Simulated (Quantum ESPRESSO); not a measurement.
TiAl:

```xyz
2
Lattice="2.8673 0.0000 0.0000 -1.4336 2.4831 0.0000 0.0000 0.0000 4.6781" Properties=species:S:1:pos:R:3 pbc="T T T"
Ti    0.0000    0.0000    0.0000
Al    0.0000    1.6554    2.3390
```

The cell comes from a database or a generator and needn't be the stable form of this composition.

```yaml
Program: Quantum ESPRESSO 7.5
Task: single point
Functional: PBE
Potentials_or_basis: SSSP 1.3 efficiency PBE
Cutoff: 748 eV
Density_cutoff: 5987 eV
k_mesh: 11 × 11 × 6
Occupations: fermi-dirac, width 0.05 eV
Spin: no spin polarisation
```

On this cell: pressure 0.3 GPa; largest force under 0.003 eV/Å; band gap on the k mesh none (metal or under the smearing width).

The same run follows on a disturbed copy (atoms moved at random, drawn with an rms of 0.05 Å):

```
Ti Al
1.0
     2.86726    0.00000    0.00000
    -1.43363    2.48312    0.00000
     0.00000    0.00000    4.67808
Ti Al
1 1
Direct
  0.99025 0.00486 0.01131
  0.34812 0.66269 0.51633
```

Task: What changes?

Result: The energy (extrapolated to zero smearing) moves by +4.4 meV/atom; pressure 0.3 GPa; largest force 0.226 eV/Å; band gap on the k mesh none (metal or under the smearing width).

Forces in eV/Å, atoms in the order of the input:
```
Ti   0.153 -0.027  0.164
Al  -0.153  0.027 -0.164
```

Stress tensor (GPa, compression positive):
```
 0.51  1.32  0.07
 1.32  1.28 -0.01
 0.07 -0.01 -0.76
```
